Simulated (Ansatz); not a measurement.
Runs of Ansatz 0.2.0 on CuO. The typed cell holds 8 atoms: a = 2.900 Å, b = 5.129 Å, c = 5.643 Å, α = 93.94°, β = 101.64°, γ = 97.69°. 

```tsv
task	level	U	cell	cutoff (eV)	points for each segment of the path	hubbard projectors	double counting	gap on the mesh (eV)	pressure (GPa)	largest force (eV/Å)
band structure	r2SCAN+U	Cu d U = 4.5 eV	as given	500	10	ortho-atomic (the default)	fll (the default)	none	(b)	2.66
relaxation of cell and atoms	PBE+U	Cu d U = 4.5 eV	relaxed	420	-	ortho-atomic (the default)	fll (the default)	none	0.0	-
single point	PBE	-	as given	500	-	-	-	none	8.9	2.63
band structure	LDA	-	as given	420	10	-	-	none	(a)	2.32
```

Alike in all rows: potentials or basis Ansatz PAW; no spin polarisation; k mesh 9 × 5 × 5; smearing fermi-dirac 0.05 eV.

Fill in the values left out.

(a) -6.5; (b) 3.9.

Caveats: the run has no spin polarisation, though such a crystal can be magnetic; forces of over 1 eV/Å show positions far from the minimum, so gaps and moduli don't describe the material at rest (some runs); U without spin polarisation on a metal has little footing (some runs); the PAW data sets come from PBE, with cores solved anew for the run's functional, which leaves a small shift of forces and pressure (some runs); semilocal functionals often make such compounds metallic where correlation or magnetic order opens a gap, which also shifts bond lengths (some runs); the plane-wave basis is chosen anew once the cell has moved, so the energies of steps on either side of that aren't comparable (some runs).

A gap of «none» marks a metal or a gap under the smearing width.
